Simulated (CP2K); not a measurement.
# Nb in CP2K: the effect of functional

Nb:

```xyz
1
Lattice="2.9911 0.0000 0.0000 1.4955 2.5903 0.0000 1.4955 0.8634 2.4422" Properties=species:S:1:pos:R:3 pbc="T T T"
Nb    0.0000    0.0000    0.0000
```

This isn't the form of Nb at room conditions, which is bcc.

Alike in all runs:

* Program: CP2K 2026.2
* Potentials or basis: POTENTIAL_UZH Nb GTH-PBE-q13; TZVP-MOLOPT-PBE-GTH basis
* Density cutoff: 9184 eV
* k mesh: 11 × 11 × 11
* Occupations: fermi-dirac, width 0.05 eV
* Spin: no spin polarisation

**Question.** One run gave: pressure -3.9 GPa. Which functional did it use?
A. vdW-DF2
B. M06-L
C. LDA
D. OLYP
E. vdW-DF-cx

**Answer.** D.

| functional | pressure (GPa) |
| --- | --- |
| LDA | -9.1 |
| PBEsol | -6.1 |
| OLYP | -3.9 |
| vdW-DF2 | 8.8 |
| vdW-DF-cx | -5.5 |
| M06-L | -1.0 |

Caveats: the potentials were made for another functional, which shifts forces and pressure; the basis of atomic orbitals isn't converged, which shifts pressures, moduli and gaps.

Runs at the PBE level aren't shown here.
